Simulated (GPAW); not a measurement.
# CdSe (F-43m) in GPAW: further runs, part 2 of 2

GPAW 26.7.0. Earlier steps stand in the parts before.

## 4. Band structure, PBE

The input, run.py:

```python
from ase.dft.bandgap import bandgap
from ase.io import read, write
from gpaw import GPAW

atoms = read('CdSe.cif')

calc = GPAW(mode='lcao',
            h=0.2,
            basis='sz(dzp)',
            xc='PBE',
            kpts={'size': (6, 6, 6), 'gamma': True},
            occupations={'name': 'fermi-dirac', 'width': 0.05},
            convergence={'density': 1e-05, 'energy': 1e-05},
            maxiter=150,
            txt='gpaw.txt')
atoms.calc = calc
energy = atoms.get_potential_energy()
forces = atoms.get_forces()
calc.write('gs.gpw')
write('result.traj', atoms)
print(f'Energy: {energy:.6f} eV')
print('Forces (eV/A):')
print(forces.round(4))
print('Fermi level:', round(calc.get_fermi_level(), 4), 'eV')
print(f'Gap: {bandgap(calc)[0]:.4f} eV, direct: {bandgap(calc, direct=True)[0]:.4f} eV')

path = atoms.cell.bandpath('GXWKGLUWLK,UX', npoints=100, eps=1e-4)
bs_calc = calc.fixed_density(kpts=path, symmetry='off', txt='bands.txt')
bs = bs_calc.band_structure()
bs.write('bs.json')
print(f'Gap on the path: {bandgap(bs_calc)[0]:.4f} eV')
```

The input, CdSe.cif:

```cif
data_CdSe
_cell_length_a 4.34201917
_cell_length_b 4.34201917
_cell_length_c 4.34201917
_cell_angle_alpha 60.00000000
_cell_angle_beta 60.00000000
_cell_angle_gamma 60.00000000
_space_group_name_H-M_alt 'P1'
_space_group_name_Hall 'P 1'
_space_group_IT_number 1
loop_
_space_group_symop_operation_xyz
'x,y,z'
loop_
_atom_site_label
_atom_site_type_symbol
_atom_site_symmetry_multiplicity
_atom_site_Wyckoff_symbol
_atom_site_fract_x
_atom_site_fract_y
_atom_site_fract_z
_atom_site_occupancy
Cd1 Cd 1 a 0.0000000000 0.0000000000 0.0000000000 1
Se1 Se 1 a 0.2500000000 0.2500000000 0.2500000000 1
```

Potentials or basis: GPAW PAW data sets (gpaw-data 1.2.1), lcao:sz(dzp).

Launch:

```console
$ OMP_NUM_THREADS=1 python run.py
```

gpaw.txt:

```text
__  _  _
 | _ |_)|_||  |
 |__||  | ||/\| - 26.7.0

Input parameters:
  mode=LCAO(),
  basis={'default': 'sz(dzp)'},
  convergence={'density': 1e-05, 'energy': 1e-05},
  h=0.2,
  kpts=MonkhorstPack(size=(6, 6, 6), gamma=True),
  maxiter=150,
  occupations=Occupations(name='fermi-dirac', width=0.05),
  xc=XC(name='PBE')

             Se
       Cd

Atoms  # Å, Bohr magnetons
|   | symbol |        x |        y |        z |    initial magnetic moments |
|---|--------|----------|----------|----------|-----------------------------|
| 0 |     Cd | 0.000000 | 0.000000 | 0.000000 | ( 0.0000,  0.0000,  0.0000) |
| 1 |     Se | 2.171010 | 1.253433 | 0.886311 | ( 0.0000,  0.0000,  0.0000) |

Unit cell  # Å
| periodic |        x |        y |        z |  lengths |    angles |
|----------|----------|----------|----------|----------|-----------|
|      yes | 4.342019 | 0.000000 | 0.000000 | 4.342019 | 60.000000 |
|      yes | 2.171010 | 3.760299 | 0.000000 | 4.342019 | 60.000000 |
|      yes | 2.171010 | 1.253433 | 3.545244 | 4.342019 | 60.000000 |

Number of symmetries: 24
Symmetry operations  # r_c * U_cc + t_c -> r_c
|    | kind |            matrix            |
|----|------|------------------------------|
|  0 |  E   |  1, 0, 0,  0, 1, 0,  0, 0, 1 |
|  1 |  σ   |  1, 0, 0,  0, 0, 1,  0, 1, 0 |
|  2 |  σ   |  1, 0,-1,  0, 1,-1,  0, 0,-1 |
|  3 |  C3  |  1, 0,-1,  0, 0,-1,  0, 1,-1 |
|  4 |  C3  |  1,-1, 0,  0,-1, 1,  0,-1, 0 |
|  5 |  σ   |  1,-1, 0,  0,-1, 0,  0,-1, 1 |
|  6 |  σ   |  0, 1, 0,  1, 0, 0,  0, 0, 1 |
|  7 |  C3  |  0, 1, 0,  0, 0, 1,  1, 0, 0 |
|  8 |  C2  |  0, 1,-1,  1, 0,-1,  0, 0,-1 |
|  9 |  S4  |  0, 1,-1,  0, 0,-1,  1, 0,-1 |
| 10 |  C3  |  0, 0, 1,  1, 0, 0,  0, 1, 0 |
| 11 |  σ   |  0, 0, 1,  0, 1, 0,  1, 0, 0 |
| 12 |  S4  |  0, 0,-1,  1, 0,-1,  0, 1,-1 |
| 13 |  C3  |  0, 0,-1,  0, 1,-1,  1, 0,-1 |
| 14 |  S4  |  0,-1, 1,  1,-1, 0,  0,-1, 0 |
| 15 |  C2  |  0,-1, 1,  0,-1, 0,  1,-1, 0 |
| 16 |  C3  |  0,-1, 0,  1,-1, 0,  0,-1, 1 |
| 17 |  S4  |  0,-1, 0,  0,-1, 1,  1,-1, 0 |
| 18 |  S4  | -1, 1, 0, -1, 0, 1, -1, 0, 0 |
| 19 |  C3  | -1, 1, 0, -1, 0, 0, -1, 0, 1 |
| 20 |  C3  | -1, 0, 1, -1, 1, 0, -1, 0, 0 |
| 21 |  S4  | -1, 0, 1, -1, 0, 0, -1, 1, 0 |
| 22 |  σ   | -1, 0, 0, -1, 1, 0, -1, 0, 1 |
| 23 |  C2  | -1, 0, 0, -1, 0, 1, -1, 1, 0 |

BZ-sampling:
  Number of BZ points: 216
  Number of IBZ points: 16

  Monkhorst-Pack size: [6, 6, 6]
  Monkhorst-Pack shift: [0.08333333333333333, 0.08333333333333333, 0.08333333333333333]

K-points  # in reciprocal-cell coordinates
|     |                                coordinates |     weight |
|-----|--------------------------------------------|------------|
|   0 | (  0.00000000,   0.00000000,   0.00000000) | 0.00462963 |
|   1 | (  0.16666667,   0.16666667,   0.00000000) | 0.02777778 |
[... 275 lines left out ...]
      Number of spherical harmonics: 4
        l=0, rc=5.7344 Bohr: 4s-sz confined orbital
        l=1, rc=7.2656 Bohr: 4p-sz confined orbital
      Number of RI-basis functions 0

Reference energy: -218276.650467  # eV

eigensolver:
  <gpaw.new.lcao.eigensolver.LCAOEigensolver object>
density mixing:
  MSR1-Mixer
  Pratt-step length: 0.05
  Maximum mixing coefficient: 0.75
  Old densities: 10
  SVD Regularization: 0.005
  Good broyden scale: 1.0
  Trust region scale: 1.0
  Backstep threshold: 4.0
  History deletion threshold: 6.0
  Fourier metric: weight=20.0, sigma=0.015

occupation numbers:
  Fermi-Dirac:
    width: 0.0500  # eV

FastPoissonSolver using
    Stencil: 12*3+1=37 point O(h^6) finite-difference Laplacian
    FFT axes: [np.int64(0), np.int64(1), np.int64(2)]
    FST axes: []

xc functional:
  name: PBE with 2 nearest neighbor stencil
interpolation: tri-quintic # 5. degree polynomial

convergence criteria:
- Maximum integral of absolute [dens]ity change: 1e-05 electrons / valence electron
- Maximum [total energy] change in last 3 cyles: 1e-05 eV / valence electron
- Maximum integral of absolute [eigenst]ate change: 4e-08 eV^2 / valence electron
maximum number of iterations: 150

SCF iterations
|iter     | |      energy | eigst |  dens |
|---------|-|-------------|-------|-------|
|iter:   1| |   -4.337141 |      c|       |
|iter:   2| |   -4.323059 |      c| -1.28 |
|iter:   3| |   -4.244308 |      c| -1.31 |
|iter:   4| |   -4.241389 |      c| -1.91 |
|iter:   5| |   -4.241257 |      c| -2.60 |
|iter:   6| |   -4.241253c|      c| -3.82 |
|iter:   7| |   -4.241253c|      c| -4.82 |
|iter:   8| |   -4.241253c|      c| -5.74c|

Converged in 8 steps
Energy contributions relative to reference atoms: (reference = -218276.650467)

Energy contributions:
  Kinetic:          36.756548
  Coulomb:         -32.572747
  Zero:              0.383293
  External:          0.000000
  Xc:               -8.808333
  Entropy:          -0.000030
  Spinorbit:         0.000000
  ----------------------------
  Free energy:      -4.241268
  Extrapolated:     -4.241253

dipole moment: (-33.176517, -19.154471, -13.544256)  # |e|*Ang

Fermi level: 3.664
Eigenvalues  # (at kpt = [0.000, 0.000, 0.000])
| band index |      eig [eV] | occ [0-2] |
|------------|---------------|-----------|
|          0 |        -9.177 |     2.000 |
|          1 |        -4.080 |     2.000 |
|          2 |        -4.080 |     2.000 |
|          3 |        -4.076 |     2.000 |
|          4 |        -3.618 |     2.000 |
|          5 |        -3.618 |     2.000 |
|          6 |         3.330 |     1.998 |
|          7 |         3.335 |     1.997 |
|          8 |         3.335 |     1.997 |
|          9 |         3.935 |     0.009 |
|         10 |        10.197 |     0.000 |
|         11 |        10.200 |     0.000 |
|         12 |        10.200 |     0.000 |

Gap: 0.600 eV
Transition (v -> c):
  (s=0, k=0, n=8, [0.00, 0.00, 0.00]) -> (s=0, k=0, n=9, [0.00, 0.00, 0.00])
No difference between direct/indirect transitions

Forces  # eV/Ang
|        x |        y |        z |
|----------|----------|----------|
| -0.00000 |  0.00000 | -0.00000 |  # Cd   0
| -0.00000 | -0.00000 |  0.00000 |  # Se   1

# Writing to gs.gpw (mode='')
```

stdout:

```text
Energy: -4.241253 eV
Forces (eV/A):
[[-0.  0. -0.]
 [-0. -0.  0.]]
Fermi level: 3.6643 eV
Gap: 0.6001 eV, direct: 0.6001 eV
Gap on the path: 0.6001 eV
```

It took 6.4 s on 1 thread of AMD EPYC 9R45 (Zen 5), shared host; peak memory 0.15 GiB.

The run converged, but some of its settings lie outside the range that counts as converged, so its numbers aren't taken as properties of the crystal.

What came out:

| Quantity | Value |
| --- | --- |
| Free energy | -4.2413 eV |
| Band gap on the k mesh | 0.60 eV, direct |
| Band gap along the path | 0.60 eV, direct |

Caveat: the real-space grid adds noise to forces; the basis of atomic orbitals isn't converged, which shifts pressures, moduli and gaps.

## 5. Band structure, vdW-DF, spin-orbit coupling, no magnetisation

The input, run.py:

```python
import numpy as np
from ase.dft.bandgap import bandgap
from ase.io import read, write
from gpaw import GPAW, PW
from gpaw.spinorbit import soc_eigenstates

atoms = read('CdSe.cif')

calc = GPAW(mode=PW(600),
            xc={'name': 'vdW-DF', 'backend': 'libvdwxc'},
            kpts={'size': (6, 6, 6), 'gamma': True},
            occupations={'name': 'fermi-dirac', 'width': 0.05},
            nbands=18,
            convergence={'density': 1e-05, 'energy': 1e-05},
            maxiter=150,
            txt='gpaw.txt')
atoms.calc = calc
energy = atoms.get_potential_energy()
forces = atoms.get_forces()
calc.write('gs.gpw')
write('result.traj', atoms)
print(f'Energy: {energy:.6f} eV')
print('Forces (eV/A):')
print(forces.round(4))
print('Fermi level:', round(calc.get_fermi_level(), 4), 'eV')
print(f'Gap: {bandgap(calc)[0]:.4f} eV, direct: {bandgap(calc, direct=True)[0]:.4f} eV')

path = atoms.cell.bandpath('GXWKGLUWLK,UX', npoints=100, eps=1e-4)
bs_calc = calc.fixed_density(kpts=path, symmetry='off', nbands=30,
                             convergence={'bands': 'CBM+6.0', 'eigenstates': 1e-6}, txt='bands.txt')
bs = bs_calc.band_structure()
bs.write('bs.json')
print(f'Gap on the path: {bandgap(bs_calc)[0]:.4f} eV')

soc = soc_eigenstates(bs_calc, theta=54.7, phi=45)
np.savetxt('soc_bands.dat', soc.eigenvalues(), fmt='%.4f')
mesh = soc_eigenstates('gs.gpw', theta=54.7, phi=45)
np.savetxt('soc_mesh.dat', mesh.eigenvalues(), fmt='%.4f')
print('Fermi level with spin-orbit coupling:', round(mesh.fermi_level, 4), 'eV')
```

CdSe.cif is that of step 4.

Potentials or basis: GPAW PAW data sets (gpaw-data 1.2.1), pw.

Launch:

```console
$ OMP_NUM_THREADS=1 python run.py
```

Run time: 18 s. Hardware: 1 thread of AMD EPYC 9R45 (Zen 5), shared host; peak memory 0.36 GiB.

The run converged. Its results:

```yaml
Free_energy: -96.1773 eV
Band_gap_on_the_k_mesh: 0.50 eV, direct
Band_gap_along_the_path: 0.50 eV, direct
```

Levels at the corners of the path, in eV from the valence-band top:
```csv
point,band 16,band 17,band 18,band 19,band 20,band 21
Γ,0.00,0.00,0.00,0.50,0.50,5.59
X,-1.93,-1.79,-1.79,3.16,3.16,3.67
W,-2.17,-2.16,-2.14,4.70,4.88,5.15
K,-2.45,-1.54,-1.54,3.65,3.67,4.96
Γ,0.00,0.00,0.00,0.50,0.50,5.59
L,-0.95,-0.70,-0.70,2.30,2.30,6.28
U,-2.45,-1.54,-1.54,3.65,3.67,4.96
W,-2.17,-2.16,-2.14,4.70,4.88,5.15
L,-0.95,-0.70,-0.70,2.30,2.30,6.28
K,-2.45,-1.54,-1.54,3.65,3.67,4.96
U,-2.45,-1.54,-1.54,3.65,3.67,4.96
X,-1.93,-1.79,-1.79,3.16,3.16,3.67
```

Caveat: spin-orbit coupling was added after a scalar SCF, so levels and gaps hold it while energy, forces, pressure and moments don't; this program's spin-orbit splittings come out too wide for heavy elements; the PAW data sets were made with another functional, which shifts forces and pressure a little.
